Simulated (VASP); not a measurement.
Write the native input for VASP 6.6.1 that does the following.

| Quantity | Value |
| --- | --- |
| Task | single point |
| Functional | PBE |
| Potentials or basis | VASP PAW PBE potentials, release 64 (In_d, H) |
| Cutoff | 520 eV |
| k mesh | 6 × 6 × 1 |
| Occupations | gaussian, width 0.1 eV |
| Spin | no spin polarisation |
| Dipole correction | yes |
| Further INCAR settings | ALGO = Normal; EDIFF = 1e-06; NBANDS = 16 |

The structure of InH3 lies in POSCAR:

```
InH3
1.0
    4.0303461568      0.0000002266      0.0000000000
   -2.0151732746      3.4903820446      0.0000000000
    0.0000000000      0.0000000000     23.8000000000
In H
1 3
Direct
    0.0000000000      0.0000000000      0.2941176471
    0.5000000000      0.0000000000      0.2941176471
    0.0000000000      0.5000000000      0.2941176471
    0.5000000000      0.5000000000      0.2941176471
```

The cell was built by a generator and needn't be a form met in nature.

These files were run (other wordings do the same):

INCAR

```
ALGO = Normal
DIPOL = 0.5 0.5 0.294
EDIFF = 1E-6
ENCUT = 520
GGA = PE
IDIPOL = 3
ISIF = 2
ISMEAR = 0
LASPH = True
LCHARG = False
LDIPOL = True
LREAL = False
LWAVE = False
NBANDS = 16
NELM = 100
PREC = Accurate
SIGMA = 0.1
```

KPOINTS

```
k-points
0
Gamma
  6 6 1
```

Potentials or basis: VASP PAW PBE potentials, release 64 (In_d, H).

The run is started by

```console
$ cat potpaw_PBE.64/In_d/POTCAR potpaw_PBE.64/H/POTCAR > POTCAR
$ mpirun -np 1 vasp_std > vasp.out
```

Results of the run:

* Band gap on the k mesh: none (metal or under the smearing width)

Wall time 59 s on 1 thread of Intel(R) Xeon(R) Platinum 8259CL CPU @ 2.50GHz (Skylake/Cascade Lake) (shared host), peak memory 0.41 GiB.
